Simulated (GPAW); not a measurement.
## BaTiO3: relaxation of cell and atoms with PBEsol+D3(BJ)+ATM

BaTiO3:

```
CELL_PARAMETERS angstrom
3.99980 0.00000 0.00000
0.00000 3.99980 0.00000
0.00000 0.00000 4.01800
ATOMIC_POSITIONS crystal
Ba 0.00000 0.00000 0.00000
Ti 0.50000 0.50000 0.49000
O 0.00000 0.50000 0.51700
O 0.50000 0.00000 0.51700
O 0.50000 0.50000 0.01900
```

```json
{
  "Program": "GPAW 26.7.0",
  "Task": "relaxation of cell and atoms",
  "Functional": "PBEsol",
  "Dispersion": "D3(BJ)+ATM",
  "Potentials or basis": "PAW data sets generated in the run's folder for this functional",
  "Cutoff": "800 eV",
  "Basis": "pw",
  "k mesh": "5 × 5 × 5",
  "Occupations": "fermi-dirac, width 0.05 eV",
  "Spin": "no spin polarisation",
  "Maxiter": "150",
  "Optimizer": "BFGS",
  "Fmax": "0.02 eV/Å",
  "Max steps": "60",
  "Convergence": "density=1e-05 forces=0.0001"
}
```

The relaxed volume is 12.48 Å³/atom and the relaxed cell is a = 3.953 Å, b = 3.953 Å, c = 3.992 Å, α = 90.00°, β = 90.00°, γ = 90.00°. The space group after relaxing (to 0.05 Å) is P4mm (No. 99), the energy gained by relaxing is 6.5 meV/atom and the ionic steps are 7. The pressure after relaxing is 0.0 GPa. The largest force after relaxing is 0.018 eV/Å and the band gap on the k mesh is 2.00 eV, indirect (least direct gap 2.09 eV). The dispersion energy per atom is -0.253 eV.

Forces on the atoms (eV/Å):
```
Ba   0.000  0.000  0.018
Ti   0.000  0.000  0.002
O    0.000  0.000 -0.015
O    0.000  0.000 -0.015
O    0.000  0.000  0.010
```

Stress tensor (GPa, compression positive):
```
-0.04  0.00  0.00
 0.00 -0.04  0.00
 0.00  0.00  0.18
```

Step by step:
| step | energy change (eV) | largest force (eV/Å) | pressure (GPa) | volume (Å³) |
| --- | --- | --- | --- | --- |
| 1 | 0.0000 | 0.2902 | -5.34 | 64.28 |
| 2 | -0.0086 | 0.2188 | -4.65 | 64.05 |
| 3 | -0.0292 | 0.2496 | -0.30 | 62.68 |
| 4 | -0.0305 | 0.1721 | -0.56 | 62.72 |
| 5 | -0.0325 | 0.0285 | -0.47 | 62.59 |
| 6 | -0.0327 | 0.0204 | -0.11 | 62.43 |
| 7 | -0.0327 | 0.0179 | 0.03 | 62.38 |

Final structure:
```cif
data_structure
_symmetry_space_group_name_H-M 'P 1'
_symmetry_Int_Tables_number 1
_cell_length_a 3.9531
_cell_length_b 3.9531
_cell_length_c 3.9919
_cell_angle_alpha 90.000
_cell_angle_beta 90.000
_cell_angle_gamma 90.000
_cell_volume 62.38
loop_
_atom_site_label
_atom_site_type_symbol
_atom_site_fract_x
_atom_site_fract_y
_atom_site_fract_z
_atom_site_occupancy
Ba1 Ba 0.00000 0.00000 0.00151 1
Ti1 Ti 0.50000 0.50000 0.48967 1
O1 O 0.00000 0.50000 0.51544 1
O2 O 0.50000 0.00000 0.51544 1
O3 O 0.50000 0.50000 0.02096 1
```

Levels at points of the mesh, in eV from the valence-band top:
```
           k point  band 17  band 18  band 19  band 20  band 21  band 22  band 23  band 24
(0.00, 0.00, 0.00)    -1.05    -0.11    -0.10    -0.10     2.00     2.22     2.22     4.45
```

It took 5.4 min on 1 thread of Arm Neoverse V1 (shared host), peak memory 0.31 GiB.

Caveat: later steps reuse the first step's grids; spin-orbit coupling is left out, which moves the levels of the heavy elements; an odd mesh through Γ misses points on the zone boundary, where band edges often lie.
